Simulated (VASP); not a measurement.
# LiTaO2 (R-3m) in VASP: single point with r2SCAN

Aim: the single point of LiTaO2 with r2SCAN.

All numbers are computed with VASP 6.6.1; they aren't measurements. Logs are shortened: lines on timing, memory, paths and dates and some standing lists are left out, and cuts for length are marked.

## 1. Starting point

Symmetry: R-3m, No. 166, trigonal system. The conventional cell has a = 2.875 Å, b = 2.875 Å, c = 16.268 Å, α = 90.00°, β = 90.00°, γ = 120.00°. Around Li (site symmetry -3m) lie 6 O at 2.11 Å. Around Ta (site symmetry -3m) lie 6 O at 2.18 Å. O (site symmetry 3m) has 3 Li at 2.11 Å and 3 Ta at 2.18 Å as nearest neighbours.

The cell was built by a generator and needn't be a form met in nature.

## 2. Single point, r2SCAN

INCAR

```
SYSTEM = LiTaO2
  PREC = Accurate
  ENCUT = 520
  EDIFF = 1E-6
  ISMEAR = 0
  SIGMA = 0.1
  LREAL = .FALSE.
  LASPH = .TRUE.
  NELM = 150
  ALGO = Normal
  ISIF = 2
  LWAVE = .FALSE.
  LCHARG = .FALSE.
  METAGGA = R2SCAN
  LMIXTAU = .TRUE.
  NBANDS = 21
  KPAR = 4
```

KPOINTS

```
Automatic mesh
0
G
  14 14 14
  0 0 0
```

POSCAR

```
LiTaO2
1.0
    1.4373790000      0.8298710000      5.4227400000
   -1.4373790000      0.8298710000      5.4227400000
    0.0000000000     -1.6597420000      5.4227400000
Li Ta O
1 1 2
Direct
    0.5000000000      0.5000000000      0.5000000000
    0.0000000000      0.0000000000      0.0000000000
    0.7534670000      0.7534670000      0.7534670000
    0.2465330000      0.2465330000      0.2465330000
```

Potentials or basis: VASP PAW PBE potentials, release 64 (Li_sv, Ta_pv, O).

On the command line:

```console
$ cat potpaw_PBE.64/Li_sv/POTCAR potpaw_PBE.64/Ta_pv/POTCAR potpaw_PBE.64/O/POTCAR > POTCAR
$ mpirun -np 4 vasp_std > vasp.out
```

OUTCAR:

```text
SYSTEM = LiTaO2
   PREC = Accurate
   ENCUT = 520
   EDIFF = 1E-6
   ISMEAR = 0
   LREAL = .FALSE.
   LASPH = .TRUE.
   NELM = 150
   ISIF = 2
   METAGGA = R2SCAN

 ion  position               nearest neighbor table
   1  0.500  0.500  0.500-   4 2.11   3 2.11   4 2.11   4 2.11   3 2.11   3 2.11
   2  0.000  0.000  0.000-   3 2.18   4 2.18   3 2.18   3 2.18   4 2.18   4 2.18
   3  0.753  0.753  0.753-   1 2.11   1 2.11   1 2.11   2 2.18   2 2.18   2 2.18
   4  0.247  0.247  0.247-   1 2.11   1 2.11   1 2.11   2 2.18   2 2.18   2 2.18

  LATTYP: Found a trigonal (rhomboedric) cell.
 ALAT       =     5.6710539914
 COS(alpha) =     0.8715171911

  Lattice vectors:

 A1 = (   1.4373790000,   0.8298710000,   5.4227400000)
 A2 = (  -1.4373790000,   0.8298710000,   5.4227400000)
 A3 = (   0.0000000000,  -1.6597420000,   5.4227400000)

Analysis of symmetry for initial positions (statically):
=====================================================================
 Subroutine PRICEL returns:
 Original cell was already a primitive cell.

 Routine SETGRP: Setting up the symmetry group for a
 trigonal (rhombohedral) supercell.

 Subroutine GETGRP returns: Found 12 space group operations
 (whereof 12 operations were pure point group operations)
 out of a pool of 12 trial point group operations.

The static configuration has the point symmetry D_3d.

Analysis of symmetry for dynamics (positions and initial velocities):
=====================================================================
 Subroutine PRICEL returns:
 Original cell was already a primitive cell.

 Routine SETGRP: Setting up the symmetry group for a
 trigonal (rhombohedral) supercell.

 Subroutine GETGRP returns: Found 12 space group operations
 (whereof 12 operations were pure point group operations)
 out of a pool of 12 trial point group operations.

The dynamic configuration has the point symmetry D_3d.

 Subroutine INISYM returns: Found 12 space group operations
 (whereof 12 operations are pure point group operations),
 and found     1 'primitive' translations

----------------------------------------------------------------------------------------

                                     Primitive cell

  volume of cell :      38.8107

  direct lattice vectors                    reciprocal lattice vectors
     1.437379000  0.829871000  5.422740000     0.347855367  0.200834427  0.061469540
    -1.437379000  0.829871000  5.422740000    -0.347855367  0.200834427  0.061469540
     0.000000000 -1.659742000  5.422740000     0.000000000 -0.401668854  0.061469540

  length of vectors
     5.671053991  5.671053991  5.671053924     0.406345085  0.406345085  0.406345140

  position of ions in fractional coordinates (direct lattice)
     0.500000000  0.500000000  0.500000000
     0.000000000  0.000000000  0.000000000
     0.753467000  0.753467000  0.753467000
     0.246533000  0.246533000  0.246533000

  ion indices of the primitive-cell ions
   primitive index   ion index
                 1           1
                 2           2
                 3           3
                 4           4

----------------------------------------------------------------------------------------

 KPOINTS: Automatic mesh

Automatic generation of k-mesh.
 Grid dimensions read from file:
 generate k-points for:   14   14   14

 Generating k-lattice:

  Cartesian coordinates                     Fractional coordinates (reciprocal lattice)
     0.024846812  0.014345316  0.004390681     0.071428571  0.000000000 -0.000000000
    -0.024846812  0.014345316  0.004390681     0.000000000  0.071428571 -0.000000000
     0.000000000 -0.028690632  0.004390681    -0.000000000 -0.000000000  0.071428571

  Length of vectors
     0.029024649  0.029024649  0.029024653

  Shift w.r.t. Gamma in fractional coordinates (k-lattice)
     0.000000000  0.000000000  0.000000000

 Subroutine IBZKPT returns following result:
 ===========================================

 Found    288 irreducible k-points:

 Following reciprocal coordinates:
            Coordinates               Weight
  0.000000  0.000000  0.000000      1.000000
  0.071429 -0.000000 -0.000000      6.000000
  0.142857  0.000000  0.000000      6.000000
  0.214286  0.000000 -0.000000      6.000000
  0.285714 -0.000000 -0.000000      6.000000
  0.357143 -0.000000  0.000000      6.000000
[... 16 lines left out ...]
  0.214286  0.142857  0.000000     12.000000
  0.285714  0.142857  0.000000     12.000000
 [... further k-points ...]
   k-points           NKPTS =    288   k-points in BZ     NKDIM =    288   number of bands    NBANDS=     21
   number of dos      NEDOS =    301   number of ions     NIONS =      4
   total plane-waves  NPLWV =  74088
   dimension x,y,z NGX =    42 NGY =   42 NGZ =   42
   dimension x,y,z NGXF=    84 NGYF=   84 NGZF=   84
   ions per type =               1   1   2
   NGX,Y,Z   is equivalent  to a cutoff of  12.31, 12.31, 12.31 a.u.
   NGXF,Y,Z  is equivalent  to a cutoff of  24.62, 24.62, 24.62 a.u.
 SYSTEM =  LiTaO2
   PREC   = accura    normal or accurate (medium, high low for compatibility)
   ISTART =      0    job   : 0-new  1-cont  2-samecut
   ICHARG =      2    charge: 1-file 2-atom 10-const
   ISPIN  =      1    spin polarized calculation?
   LNONCOLLINEAR =      F non collinear calculations
   LSORBIT =      F    spin-orbit coupling
   LASPH  =      T    aspherical Exc in radial PAW
   ENCUT  =  520.0 eV  38.22 Ry    6.18 a.u.  10.54 10.54 10.54*2*pi/ulx,y,z
   NELM   =    150;   NELMIN=  2; NELMDL= -5     # of ELM steps
   EDIFF  = 0.1E-05   stopping-criterion for ELM
   LREAL  =      F    real-space projection
   EDIFFG = 0.1E-04   stopping-criterion for IOM
   NSW    =      0    number of steps for IOM
   IBRION =     -1    ionic relax: 0-MD 1-quasi-New 2-CG
   NFREE  =      0    steps in history (QN), initial steepest desc. (CG)
   ISIF   =      2    stress and relaxation
   ISYM   =      2    0-nonsym 1-usesym 2-fastsym
   POTIM  = 0.5000    time-step for ionic-motion
   TEBEG  =    0.0;   TEEND  =   0.0 temperature during run
   PSTRESS=    0.0 pullay stress
   NELECT =      26.0000    total number of electrons
   NUPDOWN=      -1.0000    fix difference up-down
   EMIN   =  10.00;   EMAX   =-10.00  energy-range for DOS
   EFERMI =   0.00;   METHOD = LEGACY
   ISMEAR =     0;   SIGMA  =   0.10  broadening in eV -4-tet -1-fermi 0-gaus
   EFERMI_NEDOS =   21; number of points for ismear=-14 and -15
   IALGO  =     38    algorithm
   IMIX   =      4    mixing-type and parameters
     AMIX     =   0.40;   BMIX     =  1.00
     AMIX_MAG =   1.60;   BMIX_MAG =  1.00
  volume/ion in A,a.u.               =       9.70        65.48
  Fermi-wavevector in a.u.,A,eV,Ry     =   1.432458  2.706954 27.918293  2.051937
  Thomas-Fermi vector in A             =   2.552084
   LORBIT       =      0    0 simple, 1 ext, 2 COOP (PROOUT), +10 PAW based schemes
   METAGGA = R2SCAN    functional components
   LHFCALC =     F    Hartree Fock is set to
   AEXX    =    0.0000 exact exchange contribution
   IVDW    =     0    specifies the selected vdW correction
   LEPSILON=     F    determine dielectric tensor
   LRPA    =     F    only Hartree local field effects (RPA)
 non-spin polarized calculation
 Gauss-broadening in eV      SIGMA  =   0.10
  energy-cutoff  :      520.00
  volume of cell :       38.81
 maximum number of plane-waves:      1073
   NGX = 21   NGY = 21   NGZ = 21

 number of electron      26.0000004 magnetization

 Free energy of the ion-electron system (eV)
  ---------------------------------------------------
  ext. energy  EPLUGINS =         0.00000000
  ---------------------------------------------------
  free energy    TOTEN  =       -72.26654291 eV

  energy without entropy =      -72.26277553  energy(sigma->0) =      -72.26465922

 E-fermi :   6.2106     XC(G=0): -12.5488

 val. band max:        6.1962021802   @ k =  -0.0714   0.1429   0.0714
 cond. band min:       6.2246068281   @ k =   0.5000   0.4286   0.2857
 fundamental gap:      0.0284046479
 Fermi energy:         6.2105650063

 k-point     1 :       0.0000    0.0000    0.0000
  band No.  band energies     occupation
      1     -41.1723      2.00000
      2     -30.7992      2.00000
      3     -30.1507      2.00000
      4     -30.1507      2.00000
      5     -15.7222      2.00000
      6     -14.4713      2.00000
[... 13 lines left out ...]
     20      16.3237      0.00000
     21      17.3366      0.00000

 k-point     2 :       0.0714   -0.0000   -0.0000
  band No.  band energies     occupation
      1     -41.1709      2.00000
      2     -30.7850      2.00000
      3     -30.2191      2.00000
      4     -30.1648      2.00000
      5     -15.6519      2.00000
      6     -14.4830      2.00000
[... 13 lines left out ...]
     20      16.3235      0.00000
     21      17.2466      0.00000

 k-point     3 :       0.1429    0.0000    0.0000
  band No.  band energies     occupation
      1     -41.1670      2.00000
      2     -30.7453      2.00000
      3     -30.4067      2.00000
      4     -30.2041      2.00000
      5     -15.4586      2.00000
      6     -14.5134      2.00000
[... 13 lines left out ...]
     20      16.3226      0.00000
     21      17.0021      0.00000
[... 457 lines left out ...]
 k-point    23 :       0.2143    0.1429    0.0000
  band No.  band energies     occupation
      1     -41.1636      2.00000
      2     -30.7095      2.00000
      3     -30.5618      2.00000
      4     -30.2489      2.00000
      5     -15.2707      2.00000
      6     -14.5586      2.00000
[... 13 lines left out ...]
     20      16.3230      0.00000
     21      17.0800      0.00000

 k-point    24 :       0.2857    0.1429    0.0000
  band No.  band energies     occupation
      1     -41.1585      2.00000
      2     -30.7664      2.00000
      3     -30.6571      2.00000
      4     -30.3274      2.00000
      5     -15.0276      2.00000
      6     -14.5901      2.00000
[... 13 lines left out ...]
     20      16.3249      0.00000
     21      17.1532      0.00000

 [... further k-points ...]

------------------------ aborting loop because EDIFF is reached ----------------------------------------

  FORCE on cell =-STRESS in cart. coord.  units (eV):
  Direction    XX          YY          ZZ          XY          YZ          ZX
  --------------------------------------------------------------------------------------
  -------------------------------------------------------------------------------------
  Total       -1.2346518     -1.2346513     -1.1490955      0.0000000      0.0000000      0.0000000
  in kB      -50.9686517    -50.9686330    -47.4367352      0.0000000      0.0000000      0.0000000
  external PRESSURE =     -49.7913399 kB  Pullay stress =       0.0000000 kB

 VOLUME and BASIS-vectors are now :
 -----------------------------------------------------------------------------
  energy-cutoff  :      520.00
  volume of cell :       38.81
      direct lattice vectors                 reciprocal lattice vectors
     1.437379000  0.829871000  5.422740000     0.347855367  0.200834427  0.061469540
    -1.437379000  0.829871000  5.422740000    -0.347855367  0.200834427  0.061469540
     0.000000000 -1.659742000  5.422740000     0.000000000 -0.401668854  0.061469540

 POSITION                                       TOTAL-FORCE (eV/Angst)
 -----------------------------------------------------------------------------------
      0.00000      0.00000      8.13411         0.000000      0.000000      0.000000
      0.00000      0.00000      0.00000        -0.000000     -0.000000      0.000000
      0.00000      0.00000     12.25757        -0.000000     -0.000000     -0.143674
      0.00000      0.00000      4.01065        -0.000000      0.000000      0.143674
 -----------------------------------------------------------------------------------
    total drift:                               -0.000000      0.000000     -0.000000

  FREE ENERGIE OF THE ION-ELECTRON SYSTEM (eV)
  ---------------------------------------------------
  free  energy   TOTEN  =       -72.2665429118 eV

  energy  without entropy=      -72.2627755305  energy(sigma->0) =      -72.26465922
```

Run time: 9.3 min. Hardware: 4 MPI ranks of Intel Xeon Platinum 8559C (Emerald Rapids), shared host; peak memory 0.46 GiB.

Results:

| Property | Result |
| --- | --- |
| Free energy | -72.2665 eV |
| Largest force | 0.144 eV/Å |
| Band gap on the k mesh | none (metal or under the smearing width) |

Forces in eV/Å, atoms in the order of the input:
```
Li   0.000  0.000  0.000
Ta   0.000  0.000  0.000
O    0.000  0.000 -0.144
O    0.000  0.000  0.144
```

Caveat: the cutoff is under 1.25 times the usual one of these potentials, so pressure, stress and relaxed cells hold a basis-set (Pulay) error; the PAW data sets were made with another functional, which shifts forces and pressure a little. Spin-orbit coupling is left out, which matters for the levels of Ta.
